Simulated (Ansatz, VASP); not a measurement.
# One calculation of NbSi, two programs

```
CELL_PARAMETERS angstrom
3.13526 0.00000 0.00000
0.00000 3.13526 0.00000
0.00000 0.00000 3.13526
ATOMIC_POSITIONS crystal
Nb 0.00000 0.00000 0.00000
Si 0.50000 0.50000 0.50000
```

Change from the starting cell: volume scaled by 0.98.

Alike in both runs: task single point; functional PBE; k mesh 8 × 8 × 8; occupations fermi-dirac, width 0.05 eV; no spin polarisation.

|  | VASP | Ansatz |
| --- | --- | --- |
| version | VASP 6.6.1 | Ansatz 0.2.0 |
| potentials or method | VASP PAW PBE potentials, release 64 (Nb_sv, Si), cutoff 520 eV | all-electron LAPW, scalar-relativistic |

```tsv
	VASP	Ansatz	Ansatz less VASP
gap on the k mesh at the Fermi level (eV)	none	none	-
pressure (GPa)	3.3	3.5	+0.20
```

A gap of «none» marks a metal or a gap that the smearing closes. Ansatz ran all-electron here, so the differences hold the error of VASP's frozen core and of both bases.
